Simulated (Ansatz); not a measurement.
# Rh (Fm-3m) in Ansatz: further runs

One crystal, Rh, is run at these levels: PBEsol; tasks: band structure.

Everything below comes from runs of Ansatz 0.2.0. Logs are shortened: lines on timing, memory, paths and dates and some standing lists are left out, and cuts for length are marked.

### Step 1. The crystal as given

It takes space group Fm-3m (No. 225, cubic). Conventional cell: a = 3.796 Å, b = 3.796 Å, c = 3.796 Å, α = 90.00°, β = 90.00°, γ = 90.00°. Rh (site symmetry m-3m) is surrounded by 12 Rh at 2.68 Å.

### Step 2. Band structure, PBEsol

Input file input.yaml:

```yaml
crystal:
  lattice:
    - [0.0, 1.89785, 1.89785]
    - [1.89785, 0.0, 1.89785]
    - [1.89785, 1.89785, 0.0]
  atoms:
    - { symbol: Rh, position: [0.0, 0.0, 0.0] }
kpoints:
  mp_grid: { grid: [9, 9, 9] }
  band_path:
    path:
      - [0.0, 0.0, 0.0]
      - [0.5, 0.0, 0.5]
      - [0.5, 0.25, 0.75]
      - [0.375, 0.375, 0.75]
      - [0.0, 0.0, 0.0]
      - [0.5, 0.5, 0.5]
      - [0.625, 0.25, 0.625]
      - [0.5, 0.25, 0.75]
    npoints: 12
scf:
  occupations: { method: fermi_dirac, width: 0.05 }
hamiltonian:
  xc: pbesol
  pseudopotentials: { kind: all_electron, lapw: { basis_error: 0.001 } }
output:
  forces: true
  stress: true
  eigenvalues: true
```

Potentials or basis: all-electron LAPW, scalar-relativistic.

Command:

```sh
ansatz run input.yaml --threads 1 --pin off --max-ram 3072MiB --backend cpu --events-out ev --progress --plain --runs-dir out
```

Output:

```text
Warning: RAYON_NUM_THREADS=1 ignored (pool sized by the plan → 1); use --threads N
LAPW: plane waves up to 8.541 Å⁻¹, error target 1.0e-3 eV per atom; small_component_spin mean_spin; Rh in spheres of 1.342 Å, 27 of its electrons in bands, Dirac shells [] (how accurate: hamiltonian.pseudopotentials.lapw.basis_error, Limitations)
Engine: ansatz 0.2.0, aarch64-unknown-linux-gnu
Pseudopotentials: kind: all_electron
Pseudopotential: Rh, LAPW, valence charge 27, lapw/all_electron/scalar/gaussian/Rh, Koelling and Harmon's equation, gaussian nucleus
Functional definition: PBEsol
  exchange = pbesol_x
  correlation = pbesol_c
Crystal: 1 atoms, lattice volume = 13.671 Å³
Basis set: ecut = 277.9138506939553 eV, 137 PW (Γ), exchange–correlation at level 2
Bands: 18, of which v1, the nominal top of the filled ones, is band 14 counted from 1 (13 counted from 0)
Symmetry: 48 space group operations
Space group: Fm-3m (ITA 225), of the structure as read, at distance tolerance 2.4e-5 Å
k-points: 35 of 729
Non-local potential: Rh, projectors of the file, none
Initial density: superposition of atomic densities (chi_scale 0.1, normalization cell)
Initial wavefunctions: plane waves of lowest kinetic energy (no species holds an atomic orbital)
Functional: x = pbesol(κ = 0.804, μ = 0.12345679012345678), c = pbesol(β = 0.046)
iter 1 solved again at ethr=4.03e-4 eV; its pass at ethr=1.00e-1 eV (dr2=1.09e-1 eV) is discarded
SCF iter   1: F=—  HF=-130123.726193 eV  |F-HF|=—  |Δ(HF+E_count)|=         —  Δρ=4.01e-2  dr2=1.09e-1  ethr=4.03e-4  ⟨swp⟩=2.9  Hψ=4108  notcnv=0
preconditioner: auto → none  [insulator: Δε(μ)=0.152 eV  Ē_g=13.778 eV  σ=0.050 eV  W_gap=0.60  n_scr=8 (ndim 8)  ℏωp=30.1 eV  f_vac=0.000  D(μ)=0.55/eV (n_scr^D=0)  ε∞_Penn≈5.8]
iter 2 solved again at ethr=8.26e-6 eV; its pass at ethr=4.03e-4 eV (dr2=2.23e-3 eV) is discarded
SCF iter   2: F=—  HF=-130123.234348 eV  |F-HF|=—  |Δ(HF+E_count)|=   4.92e-1  Δρ=4.48e-3  dr2=2.23e-3  ethr=8.26e-6  ⟨swp⟩=2.0  Hψ=3227  notcnv=0
SCF iter   3: F=—  HF=-130123.169711 eV  |F-HF|=—  |Δ(HF+E_count)|=   6.46e-2  Δρ=4.38e-3  dr2=1.02e-3  ethr=8.26e-6  ⟨swp⟩=2.9  Hψ=1925  notcnv=0
SCF iter   4: F=—  HF=-130123.167558 eV  |F-HF|=—  |Δ(HF+E_count)|=         —  Δρ=5.75e-4  dr2=1.69e-5  ethr=3.79e-6  ⟨swp⟩=2.0  Hψ=1750  notcnv=0
the basis was enlarged: its passes take 257.9 KiB over the memory plan, 1 of 1 planned eigensolver slots
SCF iter   5: F=—  HF=-130123.167551 eV  |F-HF|=—  |Δ(HF+E_count)|=   7.21e-6  Δρ=5.28e-5  dr2=1.42e-7  ethr=6.24e-8  ⟨swp⟩=2.0  Hψ=1751  notcnv=0
SCF iter   6: F=-130123.167551 eV  HF=-130123.167551 eV  |F-HF|=3.20e-9  |Δ(HF+E_count)|=   2.10e-7  Δρ=5.24e-6  dr2=1.15e-9  ethr=5.28e-10  ⟨swp⟩=2.5  Hψ=1789  notcnv=0
SCF 1 converged in 6 iterations: F = -130123.167551 eV  dr2 = 1.15e-9
NSCF: frozen V_eff on 85 k-points
SCF converged after 6 iterations
Free energy (F): -130123.167551 eV
Harris-Foulkes:  -130123.167551 eV  (|F-HF|=3.20e-9)
Internal energy: -130123.158740 eV  (E = F + TS)
E sigma→0 (E₀):  -130123.163145 eV
Entropy (-TS):   -0.008811 eV (-8.811 meV/atom)
Fermi energy:    24.531723 eV
--- Per-component energies (eV) ---
  E_band       = -2771.676168
  E_kinetic    = 135541.354565
  E_xc         = -3715.391734
  E_electrostatic = -261949.121571  (all electrons and nuclei)
  E_smearing   = -0.008811  (= −TS)
  E_closure    = 0.000000  (closes the sum)
  E_atoms      = -130115.028065  (free atoms, spherical and without spin; not in F)
  Σ components = -130123.167551   (vs F -130123.167551, Δ=0.00e0)
  Basis errors (estimates in eV, not in F): energy 2.0e-4 per atom: plane waves 1.6e-4 (1.2e-4 summed), levels above the bands 2.3e-168, relativity 2.6e-8, radial functions 3.9e-5, core shells 3.3e-7; eigenvalues (radial functions only) 1.0e-5; not estimated: angular momenta, meshes, grids; target (lapw.basis_error) 1.0e-3; muffin-tin radii Rh 1.342 Å
--- Forces (eV/Å), atoms counted from 1 ---
  atom   1  Rh     0.00000000    -0.00000000     0.00000000
  max |Σ_I F_I| component: 4.93e-32 eV/Å
--- Stress (GPa, compression-positive) ---
       -3.487205       0.000000      -0.000000
        0.000000      -3.487205      -0.000000
       -0.000000      -0.000000      -3.487205
  P = ⅓ Tr σ = -3.4872 GPa (-34.872 kbar)
--- Band table (eV; the first three rows and the last of 35) ---
  k-point 0: bands = ["-272.3840", "-272.3840", "-272.3840", "-272.3613", "-272.3613", "-54.2444", "-21.7173", "-21.7173", "-21.7173", "16.5109", "21.4754", "21.4754", "21.4754", "23.5963", "23.5963", "40.3244", "45.6716", "45.6716"]
  k-point 1: bands = ["-272.3840", "-272.3840", "-272.3840", "-272.3613", "-272.3613", "-54.2309", "-21.8080", "-21.7296", "-21.7296", "16.9954", "21.2767", "21.6544", "21.6544", "23.5071", "23.5071", "40.9973", "43.6397", "46.3880"]
  k-point 2: bands = ["-272.3840", "-272.3840", "-272.3840", "-272.3613", "-272.3613", "-54.1966", "-22.0345", "-21.7605", "-21.7605", "18.0943", "21.1706", "21.8600", "21.8600", "23.6200", "23.6200", "40.4273", "41.9853", "48.2467"]
  k-point 34: bands = ["-272.3840", "-272.3840", "-272.3840", "-272.3613", "-272.3613", "-54.0923", "-22.2590", "-22.1648", "-21.9809", "19.5521", "20.3196", "21.1018", "23.4746", "25.3968", "32.2806", "35.2489", "36.3295", "38.1286"]
```

Run time: 5.2 s. Hardware: 1 thread of Arm Neoverse V2, shared host; peak memory 0.23 GiB.

What came out:

```
Free energy             : -130123.1676 eV
Pressure                : -3.5 GPa
Band gap along the path : none (metal or under the smearing width)
```

Levels at the corners of the path, in eV from the Fermi level:
```tsv
point	band 9	band 10	band 11	band 12	band 13	band 14	band 15	band 16	band 17	band 18
Γ	-46.25	-8.02	-3.06	-3.06	-3.06	-0.94	-0.94	15.79	21.14	21.14
X	-46.53	-6.35	-5.96	0.62	1.07	1.07	3.26	12.35	13.27	13.27
W	-46.53	-5.03	-3.79	-3.79	-1.16	1.08	9.67	9.67	11.27	12.73
K	-46.47	-5.53	-4.77	-2.04	-0.64	0.45	7.93	8.62	12.10	16.47
Γ	-46.25	-8.02	-3.06	-3.06	-3.06	-0.94	-0.94	15.79	21.14	21.14
L	-46.35	-6.15	-3.14	-3.14	0.65	0.65	0.71	8.72	15.33	21.04
U	-46.47	-5.53	-4.77	-2.04	-0.64	0.45	7.93	8.62	12.10	16.47
W	-46.53	-5.03	-3.79	-3.79	-1.16	1.08	9.67	9.67	11.27	12.73
```

Caveat: the k mesh is thin for a metal, which can move the energy by tens of meV per atom.

### Step 3. Band structure, PBEsol, spin-orbit coupling, no magnetisation

input.yaml, as its differences from that of step 2:

```diff
@@ -25,2 +25,5 @@
   pseudopotentials: { kind: all_electron, lapw: { basis_error: 0.001 } }
+magnetization:
+  noncollinear: true
+  spin_orbit: true
 output:
```

Potentials or basis: all-electron LAPW, relativistic spinors.

Command:

```sh
ansatz run input.yaml --threads 1 --pin off --max-ram 3072MiB --backend cpu --events-out ev --progress --plain --runs-dir out
```

Wall time 53 s (1 thread of Arm Neoverse V2, shared host); peak memory 0.42 GiB.

It converged, with:

```
Free energy             : -130148.0442 eV
Pressure                : -3.3 GPa
Band gap along the path : none (metal or under the smearing width)
```

Levels at the corners of the path, in eV from the Fermi level:
| point | band 24 | band 25 | band 26 | band 27 | band 28 | band 29 |
| --- | --- | --- | --- | --- | --- | --- |
| Γ | -3.17 | -2.91 | -2.91 | -0.93 | -0.93 | -0.93 |
| X | 0.58 | 0.95 | 0.95 | 1.21 | 1.21 | 3.21 |
| W | -3.79 | -1.16 | -1.16 | 1.07 | 1.07 | 9.44 |
| K | -2.07 | -0.65 | -0.65 | 0.45 | 0.45 | 7.88 |
| Γ | -3.17 | -2.91 | -2.91 | -0.93 | -0.93 | -0.93 |
| L | -3.01 | 0.56 | 0.56 | 0.68 | 0.68 | 0.73 |
| U | -2.07 | -0.65 | -0.65 | 0.45 | 0.45 | 7.88 |
| W | -3.79 | -1.16 | -1.16 | 1.07 | 1.07 | 9.44 |

Caveat: the k mesh is thin for a metal, which can move the energy by tens of meV per atom.
